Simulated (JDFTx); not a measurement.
Crystal: HfO2.

```
Hf O
1.0
     0.00000    2.55750    2.55750
     2.55750    0.00000    2.55750
     2.55750    2.55750    0.00000
Hf O
1 2
Cartesian
  0.0000 0.0000 0.0000
  3.8363 3.8363 3.8363
  1.2788 1.2788 1.2788
```

Measurements of this composition are mostly on another form, of space group No. 14.

| Quantity | Value |
| --- | --- |
| Program | JDFTx 1.7.0 (patched build) |
| Task | relaxation of cell and atoms |
| Functional | PBEsol |
| Potentials or basis | PseudoDojo-SR-PBEsol-0.4.1-standard |
| Cutoff | 1143 eV |
| Density cutoff | 9143 eV |
| k mesh | 9 × 9 × 9 |
| Occupations | fermi-dirac, width 0.05 eV |
| Spin | no spin polarisation |

At the start: pressure -13.2 GPa; volume 11.15 Å³/atom.

Q: Where does the relaxation end?

A: Over 6 steps the energy falls by 25.9 meV/atom and the volume is 10.55 Å³/atom (-5.4 %); space group Fm-3m (No. 225, to 0.05 Å).

The path:
```
step  energy change (eV)  largest force (eV/Å)  pressure (GPa)  volume (Å³)
   1              0.0000                0.0000          -13.21        33.46
   2             -0.0211                0.0000          -11.45        33.18
   3             -0.0777                0.0000            0.58        31.59
   4             -0.0778                0.0000            0.01        31.66
   5             -0.0778                0.0000            0.00        31.66
   6             -0.0778                0.0000            0.00        31.66
```

Final structure:
```cif
data_structure
_symmetry_space_group_name_H-M 'P 1'
_symmetry_Int_Tables_number 1
_cell_length_a 3.5509
_cell_length_b 3.5509
_cell_length_c 3.5509
_cell_angle_alpha 60.000
_cell_angle_beta 60.000
_cell_angle_gamma 60.000
_cell_volume 31.66
loop_
_atom_site_label
_atom_site_type_symbol
_atom_site_fract_x
_atom_site_fract_y
_atom_site_fract_z
_atom_site_occupancy
Hf1 Hf 0.00000 0.00000 0.00000 1
O1 O 0.75000 0.75000 0.75000 1
O2 O 0.25000 0.25000 0.25000 1
```
